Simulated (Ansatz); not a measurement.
Crystal: CuO.

```
Cu O
1.0
     3.17550    0.00000    0.00000
     0.00000    3.17550    0.00000
     0.00000    0.00000    4.64953
Cu O
2 2
Direct
  0.00000 0.00000 0.00000
  0.50000 0.50000 0.00000
  0.50000 0.00000 0.26700
  0.00000 0.50000 0.73300
```

The cell was built by a generator and needn't be a form met in nature.

Program: Ansatz 0.2.0. Alike in all runs: potentials or basis Ansatz PAW; no spin polarisation; cell as given; k mesh 5 × 5 × 4; cutoff (eV) 420; smearing fermi-dirac 0.05 eV; the mesh is coarse, so values aren't converged. Hardware: 2 threads of Arm Neoverse V2, with other jobs on the host.

**Question.** Order these runs on this cell by their wall time, lowest first.
A. task single point; level PBE0
B. task band structure; level HSE06; points for each segment of the path 4
C. task band structure; level PBEsol; points for each segment of the path 14

**Answer.** C (2.7 s), A (30 s), B (180 s).

Caveats: all runs use coarse meshes; the run has no spin polarisation, though such a crystal can be magnetic.

Runs at the PBE level aren't shown here.
